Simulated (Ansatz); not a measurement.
A 2-atom cell of SrO started from a crystallographic database, relaxed with r2SCAN in Ansatz. It is cubic, Fm-3m (No. 225); a = 5.160 Å in the conventional setting, 17.17 Å³ an atom. Around Sr lie 6 O at 2.58 Å; around O lie 6 Sr at 2.58 Å.

The axes x, y and z are those of this cell:
```xyz
2
Lattice="0.0000 2.5799 2.5799 2.5799 0.0000 2.5799 2.5799 2.5799 0.0000" Properties=species:S:1:pos:R:3 pbc="T T T"
Sr    2.5799    2.5799    2.5799
O     0.0000    0.0000    0.0000
```

Unstrained: PBE gives an indirect gap of 3.318 eV, from Γ to X; the least direct gap is 3.403 eV at X. The r2SCAN gap is indirect, 3.799 eV (Γ to X), below the direct gap of 3.880 eV at X. The HSE06 gap is indirect, 4.794 eV (Γ to X), below the direct gap of 4.890 eV at X. Meshes: PBE 8×8×8, r2SCAN 8×8×8, HSE06 6×6×6. Strains are changes of length per length. After each strain the atoms were relaxed again with r2SCAN within the symmetry that the strain leaves, so tilts or polar shifts that break it weren't tested; points keep the names that they have in the unstrained zone. Spin-unpolarised throughout; all numbers are computed.

Q: Apply isotropic -4.95 % on every length. How far does the gap move, against the unstrained cell?

A: PBE: the gap goes from 3.318 to 3.139 eV (-0.179 eV); it turns from indirect (Γ → X) to direct (X). r2SCAN: the gap goes from 3.799 to 3.621 eV (-0.178 eV); it turns from indirect (Γ → X) to direct (X). HSE06: the gap goes from 4.794 to 4.654 eV (-0.140 eV); it turns from indirect (Γ → X) to direct (X). The r2SCAN energy rises by 132.1 meV an atom.

Q: Estimate what epitaxial -5.21 % in the xy plane, free normal strain +3.13 % does to the gap.

A: PBE: the gap goes from 3.318 to 3.052 eV (-0.266 eV); it turns from indirect (Γ → X) to direct (X); with r2SCAN the top three valence levels at Γ, degenerate before, become 2+1 from the top over 320 meV. r2SCAN: the gap goes from 3.799 to 3.519 eV (-0.280 eV); it turns from indirect (Γ → X) to direct (X). HSE06: the gap goes from 4.794 to 4.565 eV (-0.229 eV); it turns from indirect (Γ → X) to direct (X). The r2SCAN energy rises by 75.2 meV an atom.

Q: One strain changed the r2SCAN stress by xx +1.70, yy +7.32, zz +1.70 GPa (compression positive) and the gap by -0.187 eV (PBE), -0.192 eV (r2SCAN), -0.164 eV (HSE06). Which kind of strain was it, and roughly how large?

A: Uniaxial -3.24 % along y, other directions held. The pattern of the stress gives the kind; the size needs the stiffness, so it is an estimate.

Q: Apply biaxial -5.91 % in x and y, z held. How far does the gap move, against the unstrained cell?

A: PBE: the gap goes from 3.318 to 2.996 eV (-0.322 eV); it turns from indirect (Γ → X) to direct (X); with r2SCAN the top three valence levels at Γ, degenerate before, become 2+1 from the top over 279 meV. r2SCAN: the gap goes from 3.799 to 3.467 eV (-0.332 eV); it turns from indirect (Γ → X) to direct (X). HSE06: the gap goes from 4.794 to 4.512 eV (-0.282 eV); it turns from indirect (Γ → X) to direct (X). The r2SCAN energy rises by 110.3 meV an atom.

The meshes of the hybrids are coarse, so their gaps aren't converged to the digits shown.

The splittings at Γ are without spin-orbit coupling, which regroups them where it is of like size or larger.
